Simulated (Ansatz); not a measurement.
A relaxation computed with Ansatz, from input to last step.

```yaml
crystal:
  lattice:
    - [-3.2690460971, 3.2690460971, 2.5753434867]
    - [3.2690460971, -3.2690460971, 2.5753434867]
    - [3.2690460971, 3.2690460971, -2.5753434867]
  atoms:
    - { symbol: Hf, position: [0.8434478116, 0.6565521884, 0.5] }
    - { symbol: Hf, position: [0.3434478116, 0.8434478116, 0.1868956232] }
    - { symbol: Hf, position: [0.1565521884, 0.3434478116, 0.5] }
    - { symbol: Hf, position: [0.6565521884, 0.1565521884, 0.8131043768] }
    - { symbol: Si, position: [0.75, 0.75, 0.0] }
    - { symbol: Si, position: [0.25, 0.25, 0.0] }
basis:
  ecutwfc: 500
kpoints:
  mp_grid: { grid: [10, 10, 10] }
hamiltonian:
  xc: r2scan
scf:
  occupations: { method: gaussian, width: 0.1 }
output:
  forces: true
  stress: true
  eigenvalues: true
relax:
  adjacent_minimum: "off"
  f_tol: 0.008
  max_steps: 50
  cell: { stress_tol: 0.08, p_target: 1.0 }
```

```bash
ansatz run input.yaml --threads 1 --pin off --max-ram 2560MiB --backend cpu --events-out ev --progress --plain --runs-dir out
```

These are results of DFT r2SCAN, scalar-relativistic, plane waves, PAW in Ansatz, not measurements.

Of 4 frames 3 are shown, positions in Å and forces in eV/Å; the SCF threshold varies from step to step. Steps run on the plane waves of an earlier cell, with a Pulay correction in the pressure. The basis is chosen afresh for the last frame, the zero of the energies, and at times for earlier ones too; energy and pressure step there, also at an unchanged geometry. The relaxation lowers the enthalpy F + PV at the target pressure, so the free energy itself can rise. The mark taken_back stands on steps that the optimiser undid.

```xyz
6
Lattice="-3.2690 3.2690 2.5753 3.2690 -3.2690 2.5753 3.2690 3.2690 -2.5753" Properties=species:S:1:pos:R:3:forces:R:3 pbc="T T T" step=1 free_energy_over_end_meV_per_atom=0.45 pressure_GPa=1.48
Hf    1.0236    2.2455    2.5753   -0.0037    0.0037    0.0000
Hf    2.2455   -1.0236    2.5753    0.0037    0.0037    0.0000
Hf    2.2455    1.0236    0.0000    0.0037   -0.0037    0.0000
Hf    1.0236    4.2926    0.0000   -0.0037   -0.0037    0.0000
Si    0.0000    0.0000    3.8630    0.0000    0.0000    0.0000
Si    0.0000    0.0000    1.2877    0.0000    0.0000    0.0000
6
Lattice="-3.2792 3.2792 2.5827 3.2792 -3.2792 2.5827 3.2792 3.2792 -2.5827" Properties=species:S:1:pos:R:3:forces:R:3 pbc="T T T" step=2 free_energy_over_end_meV_per_atom=-0.35 pressure_GPa=0.12 taken_back
Hf    1.0277    2.2515    2.5827   -0.0170    0.0170    0.0000
Hf    2.2515   -1.0277    2.5827    0.0170    0.0170    0.0000
Hf    2.2515    1.0277    0.0000    0.0170   -0.0170    0.0000
Hf    1.0277    4.3069    0.0000   -0.0170   -0.0170    0.0000
Si    0.0000    0.0000    3.8740    0.0000    0.0000    0.0000
Si    0.0000    0.0000    1.2913    0.0000    0.0000    0.0000
6
Lattice="-3.2723 3.2723 2.5784 3.2723 -3.2723 2.5784 3.2723 3.2723 -2.5784" Properties=species:S:1:pos:R:3:forces:R:3 pbc="T T T" step=4 free_energy_over_end_meV_per_atom=0.00 pressure_GPa=0.99
Hf    1.0243    2.2480    2.5784    0.0032   -0.0032    0.0000
Hf    2.2480   -1.0243    2.5784   -0.0032   -0.0032    0.0000
Hf    2.2480    1.0243    0.0000   -0.0032    0.0032    0.0000
Hf    1.0243    4.2966    0.0000    0.0032    0.0032    0.0000
Si    0.0000    0.0000    3.8676    0.0000    0.0000    0.0000
Si    0.0000    0.0000    1.2892    0.0000    0.0000    0.0000
```

It took 8.1 min on 1 thread of Intel(R) Xeon(R) Processor @ 2.70GHz, on a shared host, peak memory 1.1 GiB.

Spin–orbit coupling is left out, which can shift energies with elements as heavy as these.